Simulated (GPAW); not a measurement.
Crystal: Mg3Sb2.

```
CELL_PARAMETERS angstrom
4.58200 0.00000 0.00000
-2.29100 3.96813 0.00000
0.00000 0.00000 7.24400
ATOMIC_POSITIONS crystal
Sb 0.66667 0.33333 0.76500
Sb 0.33333 0.66667 0.23500
Mg 0.00000 0.00000 0.00000
Mg 0.66667 0.33333 0.37000
Mg 0.33333 0.66667 0.63000
```

Program: GPAW 26.7.0. Alike in all runs: no spin polarisation; cell as given; cutoff (eV) 800; smearing fermi-dirac 0.05 eV.

Question: Order these runs on this cell by their band gap on the k mesh, lowest first.
A. level r2SCAN; potentials or basis GPAW PAW data sets (gpaw-data 1.2.1), pw; k mesh 5 × 5 × 3; band path GMKGALHA,LM,KH; band points 60
B. level LDA; potentials or basis the program's PAW data sets (release 1.2.1) made for this functional, pw; k mesh 5 × 5 × 3; band path GMKGALHA,LM,KH; band points 60
C. level PBE; potentials or basis GPAW PAW data sets (gpaw-data 1.2.1), pw; k mesh 7 × 7 × 4

Answer: B (0.15 eV), C (0.37 eV), A (0.70 eV).

Caveats: spin-orbit coupling is left out, which moves the levels of the heavy elements; an odd mesh through Γ misses points on the zone boundary, where band edges often lie (some runs).
